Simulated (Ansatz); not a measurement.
# Li$_{2}$S: deformation potentials from a series

```xyz
3
Lattice="0.0000 2.8540 2.8540 2.8540 0.0000 2.8540 2.8540 2.8540 0.0000" Properties=species:S:1:pos:R:3 pbc="T T T"
Li    1.4270    1.4270    1.4270
Li    4.2810    4.2810    4.2810
S     0.0000    0.0000    0.0000
```

Atom numbers follow the list: Li1, Li2, S3.

The geometry is COD entry 1010874, unchecked; take it as a test cell.

Method: DFT, LDA, all-electron LAPW, scalar-relativistic in Ansatz 0.2.0.

Sampling and basis: a Γ-centred 7×7×7 k mesh, Fermi–Dirac smearing of 0.02 eV, basis error target 1 meV/atom, no spin polarisation.

The cell is scaled evenly. Fractional coordinates are held (clamped ions).

Only quantities that a quadratic follows smoothly over the whole series are listed; rougher ones are left out.

```tsv
ln(V/Vcell)	direct gap at Γ (eV)	smallest gap on mesh and path (eV)
-0.0619	4.347	3.128
-0.0408	4.236	3.145
-0.0101	4.077	3.167
0.0000	4.026	3.173
0.0100	3.976	3.179
0.0198	3.927	3.185
0.0392	3.832	3.195
0.0583	3.741	3.204
```

Question: Fit the series and give the slopes at zero strain.

Answer: Least-squares fits y = p0 + p1 x + p2 x² to the rows give direct gap at Γ (eV): p1 = -5.04, p2 = 2.5; smallest gap on mesh and path (eV): p1 = 0.625, p2 = -1.7. So dEg/dln V = -5.0 eV for the direct gap at Γ, which isn't the fundamental gap here: that one has dEg/dln V = 0.6 eV. Semilocal gaps are too small, but their slopes carry over better.

Question: One run, at ln(V/Vcell) = -0.0202, is withheld. Predict its row.

Answer: The fits give 4.129, 3.160; the run gave 4.129, 3.160.
